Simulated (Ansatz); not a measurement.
**Cu, bcc: how the functional moves the structure**

All rows: Ansatz, plane waves with scalar-relativistic PAW, 420 eV (500 eV for the SCAN forms), relaxed under each functional, no dispersion correction, no zero-point motion. B₀ comes from uniform scaling at fixed shape; a dash is a value not given.

| functional | V (Å³/atom) | cell | B₀ (GPa) | magnetic state | ΔE to fcc (meV/atom) |
| --- | --- | --- | --- | --- | --- |
| r²SCAN | 11.48 | a = 2.842 Å | 161 | spin not included | 34 |
| PBEsol | 11.35 | a = 2.832 Å | 166 | spin not included | 38 |
| LDA | 10.93 | a = 2.796 Å | 186 | spin not included | 40 |
| revPBE | 12.32 | a = 2.910 Å | 126 | spin not included | 35 |
| RPBE | 12.44 | a = 2.920 Å | 121 | spin not included | 35 |
| BLYP | 12.76 | a = 2.944 Å | 112 | spin not included | 34 |

Q: What does PBE give?

A: V (Å³/atom): 12.00; cell: a = 2.885 Å; B₀ (GPa): 138; magnetic state: spin not included; ΔE to fcc (meV/atom): 36.
